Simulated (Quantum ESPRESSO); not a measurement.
# Hf (Im-3m) in Quantum ESPRESSO: settings compared, part 2 of 2

Quantum ESPRESSO 7.5.

## (4) Relaxation of cell and atoms, PBE+D4

Contents of run.py:

```python
import numpy as np
from ase.calculators.espresso import Espresso, EspressoProfile
from ase.io import read

atoms = read('Hf.cif')

input_data = {
    'control': {'calculation': 'scf', 'prefix': 'pwscf', 'outdir': './tmp', 'tprnfor': True, 'tstress': True, 'disk_io': 'low'},
    'system': {'ecutwfc': 58.0, 'nbnd': 12, 'occupations': 'smearing', 'smearing': 'fd', 'degauss': 0.00367493},
    'electrons': {'conv_thr': 2e-10, 'electron_maxstep': 120, 'mixing_beta': 0.5},
}
pseudopotentials = {'Hf': 'Hf.upf'}
profile = EspressoProfile(command='pw.x', pseudo_dir='pseudo')
dft = Espresso(profile=profile, input_data=input_data, pseudopotentials=pseudopotentials, kpts=(10, 10, 10), koffset=(0, 0, 0))
from ase.calculators.mixing import SumCalculator
from dftd4.ase import DFTD4
d4 = DFTD4(method='pbe')
atoms.calc = SumCalculator([dft, d4])

from ase.optimize import LBFGS
from ase.filters import FrechetCellFilter
done = LBFGS(FrechetCellFilter(atoms), trajectory='opt.traj').run(fmax=0.02, steps=30)
print('converged', done)
print('cell (A)', np.round(atoms.cell.cellpar(), 5))
print(f'energy {atoms.get_potential_energy():.8f} eV')
print('forces (eV/A)')
print(np.round(atoms.get_forces(), 6))
print('stress (eV/A^3, Voigt)')
print(np.round(atoms.get_stress(), 8))
print(f'Fermi level {dft.get_fermi_level():.4f} eV')
print(f'D4 part {d4.get_potential_energy(atoms):.8f} eV')
atoms.write('final.traj')
```

Contents of Hf.cif:

```cif
data_Hf
_cell_length_a 3.12635171
_cell_length_b 3.12635171
_cell_length_c 3.12635171
_cell_angle_alpha 109.47122063
_cell_angle_beta 109.47122063
_cell_angle_gamma 109.47122063
_space_group_name_H-M_alt 'P1'
_space_group_name_Hall 'P 1'
_space_group_IT_number 1
loop_
_space_group_symop_operation_xyz
'x,y,z'
loop_
_atom_site_label
_atom_site_type_symbol
_atom_site_symmetry_multiplicity
_atom_site_Wyckoff_symbol
_atom_site_fract_x
_atom_site_fract_y
_atom_site_fract_z
_atom_site_occupancy
Hf1 Hf 1 a 0.0000000000 0.0000000000 0.0000000000 1
```

Potentials or basis: PseudoDojo 0.4.1 SR PBE standard.

Run with:

```sh
OMP_NUM_THREADS=1 python run.py
```

Standard output:

```text
Step          Energy          fmax
LBFGS:    0    -1535.107913        0.913807
LBFGS:    1    -1535.133341        0.384299
LBFGS:    2    -1535.138483        0.019718
converged True
cell (A) [  3.05671   3.05671   3.05671 109.47121 109.47121 109.47122]
energy -1535.13848304 eV
forces (eV/A)
[[-0.  0.  0.]]
stress (eV/A^3, Voigt)
[-0.00089596 -0.00089688 -0.00089596 -0.         -0.          0.        ]
Fermi level 14.5811 eV
D4 part -0.21271812 eV
```

espresso.pwi:

```text
&CONTROL
   calculation      = 'scf'
   tstress          = .true.
   tprnfor          = .true.
   outdir           = './tmp'
   prefix           = 'pwscf'
   disk_io          = 'low'
   pseudo_dir       = 'pseudo'
/
&SYSTEM
   nbnd             = 12
   ecutwfc          = 58.0
   occupations      = 'smearing'
   degauss          = 0.00367493
   smearing         = 'fd'
   ntyp             = 1
   nat              = 1
   ibrav            = 0
/
&ELECTRONS
   electron_maxstep = 120
   conv_thr         = 2e-10
   mixing_beta      = 0.5
/
&IONS
/
&CELL
/
&FCP
/
&RISM
/
ATOMIC_SPECIES
Hf 178.49 Hf.upf

K_POINTS automatic
10 10 10  0 0 0

CELL_PARAMETERS angstrom
3.05670657198572 0.00000000000004 0.00000000000007
-1.01890219043599 2.88189059361133 0.00000000000007
-1.01890219043599 -1.44094529632645 2.49579174314208

ATOMIC_POSITIONS angstrom
Hf 0.0000000000 0.0000000000 0.0000000000
```

espresso.pwo:

```text
This program is part of the open-source Quantum ESPRESSO suite
     for quantum simulation of materials; please cite
         "P. Giannozzi et al., J. Phys.:Condens. Matter 21 395502 (2009);
         "P. Giannozzi et al., J. Phys.:Condens. Matter 29 465901 (2017);
         "P. Giannozzi et al., J. Chem. Phys. 152 154105 (2020);
     in publications or presentations arising from this work. More details at

Warning: card &CELL ignored
Warning: card &FCP ignored
Warning: card &RISM ignored

     Message from routine setup:
     using ibrav=0 with symmetry is DISCOURAGED, use correct ibrav instead

     G-vector sticks info
     --------------------
     sticks:   dense  smooth     PW     G-vecs:    dense   smooth      PW
[... 128 lines left out ...]
     estimated scf accuracy    <          1.2E-10 Ry
     smearing contrib. (-TS)   =      -0.00099235 Ry
     internal energy E=F+TS    =    -112.81398042 Ry

     The total energy is F=E-TS. E is the sum of the following terms:
     one-electron contribution =     -19.69780880 Ry
     hartree contribution      =      13.97774335 Ry
     xc contribution           =     -28.52507381 Ry
     ewald contribution        =     -78.56884117 Ry

     convergence has been achieved in   7 iterations

     Forces acting on atoms (cartesian axes, Ry/au):

     atom    1 type  1   force =     0.00000000    0.00000000    0.00000000

     Total force =     0.000000     Total SCF correction =     0.000000

     Computing stress (Cartesian axis) and pressure

          total   stress  (Ry/bohr**3)                   (kbar)     P=       17.04
   0.00011584  -0.00000000  -0.00000000           17.04       -0.00       -0.00
  -0.00000000   0.00011585  -0.00000000           -0.00       17.04       -0.00
  -0.00000000  -0.00000000   0.00011584           -0.00       -0.00       17.04

=------------------------------------------------------------------------------=
   JOB DONE.
=------------------------------------------------------------------------------=
```

Wall time 2.1 min (1 thread of Arm Neoverse V2, shared host); peak memory 0.1 GiB.

Results:

* Free energy: -1535.1386 eV
* Relaxed volume: 21.99 Å³/atom
* Relaxed cell: a = 3.057 Å, b = 3.057 Å, c = 3.057 Å, α = 109.47°, β = 109.47°, γ = 109.47°
* Space group after relaxing (to 0.05 Å): Im-3m (No. 229)
* Energy gained by relaxing: 30.6 meV/atom
* Ionic steps: 3
* Pressure after relaxing: 0.1 GPa
* Band gap on the k mesh: none (metal or under the smearing width)
* Dispersion energy per atom: -0.213 eV

The path:
| step | energy change (eV) | largest force (eV/Å) | pressure (GPa) | volume (Å³) |
| --- | --- | --- | --- | --- |
| 1 | 0.0000 | 0.0000 | -6.22 | 23.52 |
| 2 | -0.0254 | 0.0000 | -2.72 | 22.62 |
| 3 | -0.0306 | 0.0000 | 0.14 | 21.99 |

Final structure:
```
CELL_PARAMETERS angstrom
3.05671 0.00000 0.00000
-1.01890 2.88189 0.00000
-1.01890 -1.44095 2.49579
ATOMIC_POSITIONS crystal
Hf 0.00000 0.00000 0.00000
```

Levels at points of the mesh, in eV from the Fermi level:
```
              k point  band 3  band 4  band 5  band 6  band 7  band 8  band 9  band 10
   (0.00, 0.00, 0.00)  -29.75  -29.75   -7.10    1.53    1.53    1.53    4.37     4.37
  (0.00, 0.00, -0.50)  -30.03  -29.76   -3.44   -0.53    1.11    4.21    5.23     7.77
  (0.00, -0.50, 0.00)  -30.03  -29.76   -3.44   -0.53    1.11    4.21    5.23     7.77
  (-0.50, 0.00, 0.00)  -30.03  -29.76   -3.44   -0.53    1.11    4.21    5.23     7.77
 (-0.50, -0.50, 0.00)  -30.03  -29.76   -3.44   -0.53    1.11    4.21    5.23     7.77
(-0.50, -0.50, -0.50)  -30.36  -30.36   -2.66   -2.66    6.91    6.91    6.91     7.33
```

Caveat: pairwise dispersion overbinds metals, which lowers pressure and volume. The run has no spin-orbit coupling, so splittings on Hf are missing.

## (5) Relaxation of cell and atoms, PBE+rVV10

run.py, as its differences from that of step 4:

```diff
@@ -8,3 +8,3 @@
     'control': {'calculation': 'scf', 'prefix': 'pwscf', 'outdir': './tmp', 'tprnfor': True, 'tstress': True, 'disk_io': 'low'},
-    'system': {'ecutwfc': 58.0, 'nbnd': 12, 'occupations': 'smearing', 'smearing': 'fd', 'degauss': 0.00367493},
+    'system': {'ecutwfc': 58.0, 'nbnd': 12, 'input_dft': 'sla+pw+pbx+pbc+vv10', 'occupations': 'smearing', 'smearing': 'fd', 'degauss': 0.00367493},
     'electrons': {'conv_thr': 2e-10, 'electron_maxstep': 120, 'mixing_beta': 0.5},
@@ -14,6 +14,3 @@
 dft = Espresso(profile=profile, input_data=input_data, pseudopotentials=pseudopotentials, kpts=(10, 10, 10), koffset=(0, 0, 0))
-from ase.calculators.mixing import SumCalculator
-from dftd4.ase import DFTD4
-d4 = DFTD4(method='pbe')
-atoms.calc = SumCalculator([dft, d4])
+atoms.calc = dft
 
@@ -30,3 +27 @@
 print(f'Fermi level {dft.get_fermi_level():.4f} eV')
-print(f'D4 part {d4.get_potential_energy(atoms):.8f} eV')
-atoms.write('final.traj')
```

Hf.cif is that of step 4.

Run with:

```sh
OMP_NUM_THREADS=1 python run.py
```

It took 3.1 min on 1 thread of Arm Neoverse V2, shared host; peak memory 0.11 GiB.

It converged, with:

| Item | Value |
| --- | --- |
| Free energy | -1533.6689 eV |
| Relaxed volume | 21.83 Å³/atom |
| Relaxed cell | a = 3.050 Å, b = 3.050 Å, c = 3.050 Å, α = 109.47°, β = 109.47°, γ = 109.47° |
| Space group after relaxing (to 0.05 Å) | Im-3m (No. 229) |
| Energy gained by relaxing | 39.0 meV/atom |
| Ionic steps | 4 |
| Pressure after relaxing | 0.0 GPa |
| Band gap on the k mesh | none (metal or under the smearing width) |

The path:
```tsv
step	energy change (eV)	largest force (eV/Å)	pressure (GPa)	volume (Å³)
1	0.0000	0.0000	-7.04	23.52
2	-0.0325	0.0000	-3.08	22.50
3	-0.0390	0.0000	0.17	21.80
4	-0.0390	0.0000	0.00	21.83
```

Final structure:
```xyz
1
Lattice="3.0496 0.0000 0.0000 -1.0165 2.8752 0.0000 -1.0165 -1.4376 2.4900" Properties=species:S:1:pos:R:3 pbc="T T T"
Hf    0.0000    0.0000    0.0000
```

Levels at points of the mesh, in eV from the Fermi level:
```csv
k point,band 3,band 4,band 5,band 6,band 7,band 8,band 9,band 10
"(0.00, 0.00, 0.00)",-29.66,-29.66,-7.15,1.55,1.55,1.55,4.41,4.41
"(0.00, 0.00, -0.50)",-29.95,-29.66,-3.47,-0.54,1.13,4.25,5.29,7.87
"(0.00, -0.50, 0.00)",-29.95,-29.66,-3.47,-0.54,1.13,4.25,5.29,7.87
"(-0.50, 0.00, 0.00)",-29.95,-29.66,-3.47,-0.54,1.13,4.25,5.29,7.87
"(-0.50, -0.50, 0.00)",-29.95,-29.66,-3.47,-0.54,1.13,4.25,5.29,7.87
"(-0.50, -0.50, -0.50)",-30.28,-30.28,-2.69,-2.69,7.00,7.00,7.00,7.37
```

Caveat: rVV10's parameter b was fitted to another functional; pairwise dispersion overbinds metals, which lowers pressure and volume.

## (6) The runs side by side

```tsv
level	ASE optimiser	dispersion computed by	rVV10 parameter b	gap on the mesh (eV)	pressure (GPa)	relaxed volume (Å³/atom)
PBE+D3	BFGS	-	-	none	0.0	21.62
PBE+D3(BJ)	LBFGS	-	-	none	0.0	21.72
PBE+D4	LBFGS	dftd4 4.3.1 through ASE	-	none	0.1	21.99
PBE+rVV10	LBFGS	-	6.3	none	0.0	21.83
```

Alike in all rows: task relaxation of cell and atoms; potentials or basis PseudoDojo 0.4.1 SR PBE standard; no spin polarisation; cell relaxed; k mesh 10 × 10 × 10; cutoff (eV) 789; smearing fermi-dirac 0.05 eV.

Caveats: pairwise dispersion overbinds metals, which lowers pressure and volume; rVV10's parameter b was fitted to another functional (some runs).

Total energies depend on the potentials used, so only differences within one code and one set of settings carry meaning.
